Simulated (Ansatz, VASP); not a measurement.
## Rh: VASP beside Ansatz

```
CELL_PARAMETERS angstrom
0.00000 1.90155 1.87303
1.90155 0.00000 1.87303
1.90155 1.90155 0.00000
ATOMIC_POSITIONS crystal
Rh 0.00000 0.00000 0.00000
```

Change from the starting cell: strain +0.000 along x and y, -0.015 along z, atoms carried along.

Alike in both runs: task single point; functional PBEsol; k mesh 22 × 22 × 22; occupations gaussian, width 0.15 eV; no spin polarisation.

|  | VASP | Ansatz |
| --- | --- | --- |
| version | VASP 6.6.1 | Ansatz 0.2.0 |
| potentials or method | VASP PAW PBE potentials, release 64 (Rh_pv) | scalar-relativistic, plane waves, PAW |
| plane-wave cutoff (eV) | 520 | 420 |
| valence electrons in the cell | 15 | 17 |

```tsv
	VASP	Ansatz	Ansatz less VASP
gap on the k mesh at the Fermi level (eV)	none	none	-
pressure (GPa)	-0.8	-0.8	+0.03
largest component of the traceless stress (GPa)	2.56	2.57	+0.006
```

A gap of «none» marks a metal or a gap that the smearing closes. With one functional, cell and mesh, what is left measures potentials, basis and numerics. The two sets of potentials don't hold the same shells in valence.

Caveats: the PAW data sets were made with another functional, which shifts forces and pressure a little (VASP).
